Body-centred cubic molybdenum at several volumes, single-point calculations with Ansatz 0.2.0: PBE, scalar-relativistic, without spin polarisation, plane waves with PAW, cutoff 420 eV, 22×22×22 k mesh, Gaussian smearing of width 0.15 eV. The smearing entropy term is −TS, the contribution of the smearing to the free energy.

```
volume (Å³/atom)  shortest distance (Å)  smearing entropy term (meV/atom)
          14.155                  2.639                            -6.340
          14.822                  2.680                            -7.030
          15.509                  2.721                            -7.490
          16.218                  2.762                            -7.740
          16.363                  2.770                            -7.760
          16.947                  2.803                            -7.840
```

The table follows body-centred cubic molybdenum from a squeezed to a stretched lattice. Its last column is a by-product of the method: electrons near the Fermi level are spread over a fixed energy width σ so that sums over the k mesh converge, and the spreading adds a term −TS to the free energy. This is not the thermal entropy of the metal. The term grows in size from 6.34 meV per atom in the smallest cell to 7.84 meV in the largest, and the simplest explanation of that rise, that stretched bonds make narrower bands, breaks down when it is tested step by step.

**What the term measures**

Only states within a few tenths of an electronvolt of the Fermi level are partly filled, so only they contribute. If their density N changes little over that window, adding up their contributions gives

TS = Nσ²/2.

At 15.509 Å³ this means N = 2 × 0.00749 eV / (0.15 eV)² = 0.67 states per eV and atom. The column is thus a blurred reading of the density of states at the Fermi level.

**The picture that ought to work**

Take a chain of identical atoms with one orbital each and electrons that hop only between neighbours. Stretching the chain weakens the hopping, and every band energy, measured from the band centre, shrinks by the same factor. The same number of states is packed into a narrower range, so at fixed filling N rises exactly as one over the band width. The same rule would hold for molybdenum if all its hoppings, and the energy differences between its orbitals, shrank by one common factor.

The same runs give a measure of width for molybdenum: the energy by which the third and fourth valence bands overlap. It shrinks from 6.145 eV in the smallest cell to 4.753 eV in the largest, which would raise TS by 29%. The calculated rise is 24%. Judged by its two ends, the series seems to support the narrowing picture.

**How the failure shows**

The steps tell a different story. Each time the cell edge grows by another 1.5% of its length at 15.509 Å³, the shrinking overlap calls for about 7% more TS. The calculated growth is 10.9% in the first such step and falls in each one after it, to 1.3% in the last. The picture asks for too little at first and for far too much at the end, and over the whole range these errors partly cancel.

The last step shows the size of the error. Between 16.218 and 16.947 Å³ the overlap falls from 5.065 to 4.753 eV, a factor of 1.066. Narrowing alone would therefore carry TS from 7.74 to 7.74 × 1.066 = 8.25 meV, a gain of 0.51 meV. The calculation gives a gain of 0.10 meV, five times less.

A fit of TS to one over the overlap, with a single scale factor and all six rows, shows the same fault as a pattern. The model is about 3.5% too low at 14.822 and 15.509 Å³ and 5% too high in the largest cell. Misses that change sign in an orderly way point to something that the model leaves out, whereas scatter would point to noise. The row at 16.363 Å³ was reached by a different distortion path and is in the fit, but its volume lies only about a fifth of a step beyond its neighbour's, so the comparison of equal steps passes over it. The printed output after this text lists the misses row by row.

**Why it fails**

The narrowing picture assumes that the density of states keeps its shape and is only squeezed along the energy axis. Molybdenum has two kinds of valence band, and theory gives them different responses to distance. The compact d orbitals lose their overlap quickly as the atoms move apart, while the broad s and p bands change more slowly. Their relative position and their mixing therefore shift with volume, and the shape of the density of states shifts with them.

Molybdenum is sensitive to such a shift because of where its Fermi level lies. Its six valence electrons roughly fill the bonding d states, which leaves the Fermi level in the low region between bonding and antibonding states. There the density depends on how deep that valley is and on where in it the level sits, as well as on the overall band width. This is the likely reason why the growth stalls, but the runs contain no resolved density of states that would show which feature moves.

The fixed smearing width could also play a part, since the same window covers a larger share of a narrower band. In its simplest form this effect would push the product of TS and overlap in one direction only. The product instead rises by 4% in the first step and ends 4% below its starting value. A change of shape is therefore the better explanation, although no run with another smearing width or k mesh is at hand to test it.

**What it costs, and what to do**

For the equation of state the damage is small. With a smooth density of states, the free energy lies about TS/2 below its value at zero smearing width. A constant offset would leave the pressure untouched; only the change of the offset with volume matters. Near zero pressure it adds about 0.03 GPa and makes the equilibrium volume too large by about 0.002 Å³ per atom, roughly 0.01%. In the most compressed step it adds 0.08 GPa, where the total pressure is 19 to 35 GPa.

An equation of state for this metal can therefore be fitted to the free energies as they stand, or to energies extrapolated to zero width, provided that the two are not mixed in one curve. More care is needed when the density of states itself is the goal, for instance to estimate how the band part of the electronic heat capacity changes as the lattice is squeezed or stretched. Scaling one value by the band width can then be wrong by several per cent, and the slope with volume by a factor of five, as in the last step of the table. The density of states should be computed at each volume, and the run repeated with a smaller σ and a denser mesh: if TS/σ² stays the same, the window is narrow enough for the reading to be trusted.

For a similar metal, the first guess is still that stretching narrows the bands and raises the smearing term. How steady the rise is depends on the surroundings of the Fermi level. On a broad, flat stretch of the density of states the narrowing rule has a fair chance; near a valley or a peak, each step has to be checked.

Numerical output:

```
fit of ts on 6 rows: coefficient of inv 39.08 +/- 0.51; rms 0.214, worst 16.947 0.381, leave-one-out rms 0.261
Narrowing model against the calculation:
     row  TS_meV  N_states_per_eV_atom  overlap_eV  TS_times_overlap  model_TS_meV  model_miss_percent
  14.155    6.34                0.5636       6.145             38.96          6.36              0.3092
  14.822    7.03                0.6249        5.76             40.49         6.785              -3.487
  15.509    7.49                0.6658         5.4             40.45         7.236              -3.388
  16.218    7.74                 0.688       5.065             39.21         7.715             -0.3264
  16.363    7.76                0.6898           5              38.8         7.816              0.7152
  16.947    7.84                0.6969       4.753             37.26         8.221               4.866
Growth of TS, 14.155 to 14.822, percent: 10.88
Growth of TS, 14.822 to 15.509, percent: 6.543
Growth of TS, 15.509 to 16.218, percent: 3.338
Growth of TS, 16.218 to 16.947, percent: 1.292
Growth expected from overlap, first step, percent: 6.687
Growth expected from overlap, last step, percent: 6.568
Growth of TS over whole range, percent: 23.66
Growth expected from overlap over whole range, percent: 29.28
Growth expected from d-band law over whole range, percent: 34.99
Change of the energy bias TS/2 over whole range, meV/atom: 0.75
Pressure from the bias, first step, GPa: 0.08287
Pressure from the bias, step across zero pressure, GPa: 0.02825
Pressure from the bias, last step, GPa: 0.01099
Shift of equilibrium volume by the bias, A^3/atom: 0.001767
```
